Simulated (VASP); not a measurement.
# BN (Pm-3m) in VASP: settings compared, part 2 of 2

VASP 6.6.1. Earlier steps stand in the parts before.

## (3) Relaxation of cell and atoms, PBEsol

This run uses another cell than the first one, of 3.46 Å³/atom, 0.567 times its volume.

The input, INCAR:

```
SYSTEM = BN
PREC = Accurate
ENCUT = 600
EDIFF = 1E-7
ISMEAR = -1
SIGMA = 0.03
LREAL = .FALSE.
LASPH = .TRUE.
NELM = 100
ALGO = Normal
ISIF = 3
LWAVE = .FALSE.
LCHARG = .FALSE.
GGA = PS
IBRION = 2
NSW = 100
EDIFFG = -0.01
```

The input, KPOINTS:

```
regular mesh
0
G
  10 10 10
  0 0 0
```

The input, POSCAR:

```
BN
1.0
    1.9050249482      0.0000000000      0.0000000000
    0.0000000000      1.9050249482      0.0000000000
    0.0000000000      0.0000000000      1.9050249482
B N
1 1
Direct
    0.0000000000      0.0000000000      0.0000000000
    0.5000000000      0.5000000000      0.5000000000
```

Potentials or basis: VASP PAW PBE potentials, release 64 (B, N).

The run is started by

```
cat potpaw_PBE.64/B/POTCAR potpaw_PBE.64/N/POTCAR > POTCAR
mpirun -np 1 vasp_std > vasp.out
```

OUTCAR:

```text
SYSTEM = BN
   PREC = Accurate
   ENCUT = 600
   EDIFF = 1E-7
   ISMEAR = -1
   LREAL = .FALSE.
   LASPH = .TRUE.
   NELM = 100
   ISIF = 3
   GGA = PS
   IBRION = 2
   NSW = 100
   EDIFFG = -0.01

 ion  position               nearest neighbor table
   1  0.000  0.000  0.000-   2 1.65   2 1.65   2 1.65   2 1.65   2 1.65   2 1.65   2 1.65   2 1.65

   2  0.500  0.500  0.500-   1 1.65   1 1.65   1 1.65   1 1.65   1 1.65   1 1.65   1 1.65   1 1.65

  LATTYP: Found a simple cubic cell.
 ALAT       =     1.9050249482

  Lattice vectors:

 A1 = (   1.9050249482,   0.0000000000,   0.0000000000)
 A2 = (   0.0000000000,   1.9050249482,   0.0000000000)
 A3 = (   0.0000000000,   0.0000000000,   1.9050249482)

Analysis of symmetry for initial positions (statically):
=====================================================================
 Subroutine PRICEL returns:
 Original cell was already a primitive cell.

 Routine SETGRP: Setting up the symmetry group for a
 simple cubic supercell.

 Subroutine GETGRP returns: Found 48 space group operations
 (whereof 48 operations were pure point group operations)
 out of a pool of 48 trial point group operations.

The static configuration has the point symmetry O_h .

Analysis of symmetry for dynamics (positions and initial velocities):
=====================================================================
 Subroutine PRICEL returns:
 Original cell was already a primitive cell.

 Routine SETGRP: Setting up the symmetry group for a
 simple cubic supercell.

 Subroutine GETGRP returns: Found 48 space group operations
 (whereof 48 operations were pure point group operations)
 out of a pool of 48 trial point group operations.

The dynamic configuration has the point symmetry O_h .

 Subroutine INISYM returns: Found 48 space group operations
 (whereof 48 operations are pure point group operations),
 and found     1 'primitive' translations

----------------------------------------------------------------------------------------

                                     Primitive cell

  volume of cell :       6.9136
[... 83 lines left out ...]
   ISPIN  =      1    spin polarized calculation?
   LNONCOLLINEAR =      F non collinear calculations
   LSORBIT =      F    spin-orbit coupling
   LASPH  =      T    aspherical Exc in radial PAW
   ENCUT  =  600.0 eV  44.10 Ry    6.64 a.u.   3.80  3.80  3.80*2*pi/ulx,y,z
   NELM   =    100;   NELMIN=  2; NELMDL= -5     # of ELM steps
   EDIFF  = 0.1E-06   stopping-criterion for ELM
   LREAL  =      F    real-space projection
   EDIFFG = -.1E-01   stopping-criterion for IOM
   NSW    =    100    number of steps for IOM
   IBRION =      2    ionic relax: 0-MD 1-quasi-New 2-CG
   NFREE  =      1    steps in history (QN), initial steepest desc. (CG)
   ISIF   =      3    stress and relaxation
   ISYM   =      2    0-nonsym 1-usesym 2-fastsym
   POTIM  = 0.5000    time-step for ionic-motion
   TEBEG  =    0.0;   TEEND  =   0.0 temperature during run
   PSTRESS=    0.0 pullay stress
   NELECT =       8.0000    total number of electrons
   NUPDOWN=      -1.0000    fix difference up-down
   EMIN   =  10.00;   EMAX   =-10.00  energy-range for DOS
   EFERMI =   0.00;   METHOD = LEGACY
   ISMEAR =    -1;   SIGMA  =   0.03  broadening in eV -4-tet -1-fermi 0-gaus
   EFERMI_NEDOS =   21; number of points for ismear=-14 and -15
   IALGO  =     38    algorithm
   IMIX   =      4    mixing-type and parameters
     AMIX     =   0.40;   BMIX     =  1.00
     AMIX_MAG =   1.60;   BMIX_MAG =  1.00
  volume/ion in A,a.u.               =       3.46        23.33
  Fermi-wavevector in a.u.,A,eV,Ry     =   1.718716  3.247903 40.191409  2.953985
  Thomas-Fermi vector in A             =   2.795477
   LORBIT       =      0    0 simple, 1 ext, 2 COOP (PROOUT), +10 PAW based schemes
   GGA     = PS    functional components
   LHFCALC =     F    Hartree Fock is set to
   AEXX    =    0.0000 exact exchange contribution
   IVDW    =     0    specifies the selected vdW correction
   LEPSILON=     F    determine dielectric tensor
   LRPA    =     F    only Hartree local field effects (RPA)
 conjugate gradient relaxation of ions
 non-spin polarized calculation
  energy-cutoff  :      600.00
  volume of cell :        6.91
 maximum number of plane-waves:       251
 NGX is ok and might be reduce to    16

--------------------------------------- Ionic step        1  -------------------------------------------

 number of electron       7.9999998 magnetization

 Free energy of the ion-electron system (eV)
  ---------------------------------------------------
  ext. energy  EPLUGINS =         0.00000000
  ---------------------------------------------------
  free energy    TOTEN  =        -6.29942819 eV

  energy without entropy =       -6.29820999  energy(sigma->0) =       -6.29881909

 E-fermi :  18.8216     XC(G=0): -16.3064

 val. band max:       18.8008223784   @ k =   0.5000   0.3000   0.0000
 cond. band min:      18.9680498906   @ k =   0.5000   0.4000   0.4000
 fundamental gap:      0.1672275122
 Fermi energy:        18.8215932031
[... 680 lines left out ...]
--------------------------------------- Ionic step        5  -------------------------------------------

 number of electron       7.9999999 magnetization

 Free energy of the ion-electron system (eV)
  ---------------------------------------------------
  ext. energy  EPLUGINS =         0.00000000
  ---------------------------------------------------
  free energy    TOTEN  =       -10.97004372 eV

  energy without entropy =      -10.96633749  energy(sigma->0) =      -10.96819061

 E-fermi :   9.4438     XC(G=0): -13.4580

 val. band max:        9.4331321453   @ k =   0.3000   0.2000   0.0000
 cond. band min:       9.6750041347   @ k =   0.5000   0.3000   0.2000
 fundamental gap:      0.2418719894
 Fermi energy:         9.4437697470
[... 293 lines left out ...]
  FREE ENERGIE OF THE ION-ELECTRON SYSTEM (eV)
  ---------------------------------------------------
  free  energy   TOTEN  =       -10.9700437193 eV

  energy  without entropy=      -10.9663374936  energy(sigma->0) =      -10.96819061

 reached required accuracy - stopping structural energy minimisation
```

OSZICAR:

```text
N       E                     dE             d eps       ncg     rms          rms(c)
DAV:   1     0.220271798984E+02    0.22027E+02   -0.62928E+03   952   0.120E+03
DAV:   2    -0.658759658960E+01   -0.28615E+02   -0.27781E+02  1168   0.215E+02
DAV:   3    -0.676611293033E+01   -0.17852E+00   -0.17816E+00  1008   0.169E+01
[... 45 lines left out ...]
DAV:   3    -0.109702057863E+02    0.45967E-03   -0.20234E-03   912   0.330E-01    0.871E-02
DAV:   4    -0.109700436745E+02    0.16211E-03   -0.21777E-04   960   0.141E-01    0.176E-02
DAV:   5    -0.109700433086E+02    0.36589E-06   -0.19815E-06  1016   0.113E-02    0.942E-03
DAV:   6    -0.109700437140E+02   -0.40539E-06   -0.93432E-08   464   0.326E-03    0.226E-04
DAV:   7    -0.109700437193E+02   -0.52633E-08   -0.27235E-09   448   0.643E-04
   5 F= -.10970044E+02 E0= -.10968191E+02  d E =-.467062E+01
```

CONTCAR:

```text
BN
   1.00000000000000
     2.2901879901084250   -0.0000000000000000    0.0000000000000000
    -0.0000000000000000    2.2901879901084246    0.0000000000000000
    -0.0000000000000000   -0.0000000000000000    2.2901879901084250
  B               N
     1     1
Direct
     0.0000000000000000    0.0000000000000000    0.0000000000000000
     0.5000000000000000    0.5000000000000000    0.5000000000000000

  0.00000000E+00  0.00000000E+00  0.00000000E+00
  0.00000000E+00  0.00000000E+00  0.00000000E+00
```

Wall time 16 s (1 thread of Intel Xeon Platinum 8259CL at 2.50GHz (Skylake/Cascade Lake), shared host); peak memory 0.11 GiB.

Results:

| Item | Value |
| --- | --- |
| Free energy | -10.9700 eV |
| Relaxed volume | 6.01 Å³/atom |
| Relaxed cell | a = 2.290 Å, b = 2.290 Å, c = 2.290 Å, α = 90.00°, β = 90.00°, γ = 90.00° |
| Space group after relaxing (to 0.05 Å) | Pm-3m (No. 221) |
| Energy gained by relaxing | 2335.3 meV/atom |
| Ionic steps | 5 |
| Pressure after relaxing | 0.2 GPa |
| Band gap on the k mesh | none (metal or under the smearing width) |

The path:
```csv
step,energy change (eV),largest force (eV/Å),pressure (GPa),volume (Å³)
1,0.0000,0.0000,452.09,6.91
2,-1.5669,0.0000,-65.86,21.99
3,-4.6497,0.0000,-12.09,12.55
4,-4.6668,0.0000,-5.38,12.24
5,-4.6706,0.0000,0.18,12.01
```

Final structure:
```
B N
1.0
     2.29019    0.00000    0.00000
     0.00000    2.29019    0.00000
     0.00000    0.00000    2.29019
B N
1 1
Direct
  0.00000 0.00000 0.00000
  0.50000 0.50000 0.50000
```

Caveat: the volume moved by over 15 % at a fixed basis, so the end points are rough; the PAW data sets were made with another functional, which shifts forces and pressure a little.

## (4) Single point, r2SCAN+rVV10

This run uses another cell than the first one, of 6.18 Å³/atom, 1.015 times its volume.

The input, POSCAR:

```
BN
1.0
    2.3124474846      0.0000000000      0.0000000000
    0.0000000000      2.3124474846      0.0000000000
    0.0000000000      0.0000000000      2.3124474846
B N
1 1
Direct
    0.0000000000      0.0000000000      0.0000000000
    0.5000000000      0.5000000000      0.5000000000
```

The input, INCAR.step1:

```
PREC = Accurate
ENCUT = 520
ISMEAR = -1
SIGMA = 0.03
LREAL = False
LASPH = True
NELM = 100
NBANDS = 11
GGA = PE
ALGO = Normal
EDIFF = 1E-4
LWAVE = True
LCHARG = False
```

The input, INCAR.step2:

```
PREC = Accurate
ENCUT = 520
EDIFF = 1E-6
ISMEAR = -1
SIGMA = 0.03
LREAL = False
LASPH = True
NELM = 100
ALGO = Normal
ISIF = 2
LWAVE = False
LCHARG = False
METAGGA = R2SCAN
LMIXTAU = True
LUSE_VDW = True
IVDW_NL = 2
BPARAM = 11.95
CPARAM = 0.0093
NBANDS = 11
ISTART = 1
```

The input, KPOINTS:

```
regular mesh
0
Gamma
  12 12 12
```

Potentials or basis: VASP PAW PBE potentials, release 64 (B, N).

The run is started by

```
cat potpaw_PBE.64/B/POTCAR potpaw_PBE.64/N/POTCAR > POTCAR
cp INCAR.step1 INCAR
mpirun -np 1 vasp_std > vasp.out
cp INCAR.step2 INCAR
mpirun -np 1 vasp_std > vasp.out
```

OUTCAR:

```text
PREC = Accurate
   ENCUT = 520
   EDIFF = 1E-6
   ISMEAR = -1
   LREAL = False
   LASPH = True
   NELM = 100
   ISIF = 2
   METAGGA = R2SCAN
   IVDW_NL = 2
   BPARAM = 11.95
   ISTART = 1

 ion  position               nearest neighbor table
   1  0.000  0.000  0.000-
   2  0.500  0.500  0.500-

  LATTYP: Found a simple cubic cell.
 ALAT       =     2.3124474846

  Lattice vectors:

 A1 = (   2.3124474846,   0.0000000000,   0.0000000000)
 A2 = (   0.0000000000,   2.3124474846,   0.0000000000)
 A3 = (   0.0000000000,   0.0000000000,   2.3124474846)

Analysis of symmetry for initial positions (statically):
=====================================================================
 Subroutine PRICEL returns:
 Original cell was already a primitive cell.

 Routine SETGRP: Setting up the symmetry group for a
 simple cubic supercell.

 Subroutine GETGRP returns: Found 48 space group operations
 (whereof 48 operations were pure point group operations)
 out of a pool of 48 trial point group operations.

The static configuration has the point symmetry O_h .
[... 163 lines left out ...]

 E-fermi :   9.1169     XC(G=0): -14.3101

 val. band max:        9.1103850306   @ k =   0.3333   0.3333   0.0833
 cond. band min:       9.1202115721   @ k =   0.3333   0.1667   0.0000
 fundamental gap:      0.0098265416
 Fermi energy:         9.1168982015

 k-point     1 :       0.0000    0.0000    0.0000
  band No.  band energies     occupation
      1     -13.3717      2.00000
      2       6.9105      2.00000
      3       6.9105      2.00000
      4       6.9105      2.00000
      5      10.8239      0.00000
      6      21.3523      0.00000
      7      21.3523      0.00000
      8      21.3523      0.00000
      9      21.9613      0.00000
     10      21.9613      0.00000
     11      45.5487      0.00000
[... 309 lines left out ...]
 k-point    24 :       0.4167    0.3333    0.0000
  band No.  band energies     occupation
      1      -7.6262      2.00000
      2      -1.3264      2.00000
      3       1.4187      2.00000
      4       8.5158      2.00000
      5      10.3688      0.00000
      6      17.3957      0.00000
      7      18.5173      0.00000
      8      18.6825      0.00000
      9      31.2478      0.00000
     10      35.1577      0.00000
     11      35.8531      0.00000

 [... further k-points ...]
[... 5 lines left out ...]
  --------------------------------------------------------------------------------------
  -------------------------------------------------------------------------------------
  Total        0.0043943      0.0043943      0.0043943      0.0000000      0.0000000      0.0000000
  in kB        0.5693539      0.5693539      0.5693539      0.0000000      0.0000000      0.0000000
  external PRESSURE =       0.5693539 kB  Pullay stress =       0.0000000 kB

 VOLUME and BASIS-vectors are now :
 -----------------------------------------------------------------------------
  energy-cutoff  :      520.00
  volume of cell :       12.37
      direct lattice vectors                 reciprocal lattice vectors
     2.312447485  0.000000000  0.000000000     0.432442253  0.000000000  0.000000000
     0.000000000  2.312447485  0.000000000     0.000000000  0.432442253  0.000000000
     0.000000000  0.000000000  2.312447485     0.000000000  0.000000000  0.432442253

 POSITION                                       TOTAL-FORCE (eV/Angst)
 -----------------------------------------------------------------------------------
      0.00000      0.00000      0.00000         0.000000      0.000000      0.000000
      1.15622      1.15622      1.15622         0.000000      0.000000      0.000000
 -----------------------------------------------------------------------------------
    total drift:                                0.000000     -0.000000      0.000000

  FREE ENERGIE OF THE ION-ELECTRON SYSTEM (eV)
  ---------------------------------------------------
  free  energy   TOTEN  =       -11.0555905129 eV

  energy  without entropy=      -11.0518438282  energy(sigma->0) =      -11.05371717
```

It took 64 s on 1 thread of Intel Xeon Platinum 8259CL at 2.50GHz (Skylake/Cascade Lake), shared host; peak memory 0.16 GiB.

What came out:

| Item | Value |
| --- | --- |
| Free energy | -11.0556 eV |
| Pressure | 0.1 GPa |
| Band gap on the k mesh | none (metal or under the smearing width) |

Caveat: the PAW data sets were made with another functional, which shifts forces and pressure a little.

## (5) The runs side by side

```csv
task,level,cell,k mesh,cutoff (eV),gap on the mesh (eV),pressure (GPa)
single point,PBEsol,"Pm-3m, 6.09 Å³/atom",10 × 10 × 10,520,none,0.1
relaxation of cell and atoms,PBEsol,relaxed,10 × 10 × 10,600,none,0.2
single point,r2SCAN+rVV10,"Pm-3m, 6.18 Å³/atom",12 × 12 × 12,520,none,0.1
```

Alike in all rows: potentials or basis VASP PAW PBE potentials, release 64 (B, N); no spin polarisation; smearing fermi-dirac 0.03 eV.

Caveats: the PAW data sets were made with another functional, which shifts forces and pressure a little; the volume moved by over 15 % at a fixed basis, so the end points are rough (some runs).

Absolute energies hang on the potentials; compare differences alone.
